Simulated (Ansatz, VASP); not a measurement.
**BaTe: VASP beside Ansatz**

POSCAR

```
BaTe
1.0
    0.0383625000      3.4100000000      3.4100000000
    3.4483625000      0.0000000000      3.4483625000
    3.4100000000      3.4100000000      0.0383625000
Ba Te
1 1
Direct
    0.0000000000      0.0000000000      0.0000000000
    0.5000000000      0.5000000000      0.5000000000
```

The input INCAR.step1:

```
PREC = Accurate
ENCUT = 520
ISMEAR = 0
SIGMA = 0.05
LREAL = F
LASPH = T
NELM = 100
NBANDS = 15
GGA = PE
ALGO = Normal
EDIFF = 1E-4
LWAVE = T
LCHARG = F
```

File INCAR.step2:

```
PREC = Accurate
ENCUT = 520
EDIFF = 1E-6
ISMEAR = 0
SIGMA = 0.05
LREAL = F
LASPH = T
NELM = 100
ALGO = Normal
ISIF = 2
LWAVE = F
LCHARG = F
METAGGA = R2SCAN
LMIXTAU = T
NBANDS = 15
ISTART = 1
```

File KPOINTS:

```
Automatic mesh
0
Gamma
  8 8 8
```

Input for Ansatz:

```yaml
crystal:
  lattice:
    - [0.0383625, 3.41, 3.41]
    - [3.4483625, 0.0, 3.4483625]
    - [3.41, 3.41, 0.0383625]
  atoms:
    - { symbol: Ba, position: [0.0, 0.0, 0.0] }
    - { symbol: Te, position: [0.5, 0.5, 0.5] }
basis:
  ecutwfc: 500
kpoints:
  mp_grid: { grid: [8, 8, 8] }
hamiltonian:
  xc: r2scan
scf:
  occupations: { method: gaussian, width: 0.05 }
output:
  forces: true
  stress: true
  eigenvalues: true
```

Change from the starting cell: strain +0.0225 x Voigt [0, 0, 0, 0, 1, 0], atoms carried along.

Alike in both runs: task single point; functional r2SCAN; k mesh 8 × 8 × 8; occupations gaussian, width 0.05 eV; no spin polarisation.

|  | VASP | Ansatz |
| --- | --- | --- |
| version | VASP 6.6.1 | Ansatz 0.2.0 |
| potentials or method | VASP PAW PBE potentials, release 64 (Ba_sv, Te) | scalar-relativistic, plane waves, PAW |
| plane-wave cutoff (eV) | 520 | 500 |
| valence electrons in the cell | 16 | 26 |

Ansatz gave:

```
gap on the k mesh at the Fermi level (eV)       : 1.74
least direct gap on the mesh (eV)               : 2.07
pressure (GPa)                                  : 4.0
largest component of the traceless stress (GPa) : 0.24
```

Question: What did VASP give for the same quantities?

Answer: gap on the k mesh at the Fermi level (eV): 1.64; least direct gap on the mesh (eV): 2.02; pressure (GPa): 4.5; largest component of the traceless stress (GPa): 0.24.

The two sets of potentials don't hold the same shells in valence.

Caveats: the PAW data sets were made with another functional, which shifts forces and pressure a little (VASP); spin-orbit coupling is left out, which moves the levels of the heavy elements. A k mesh can miss the band edges.
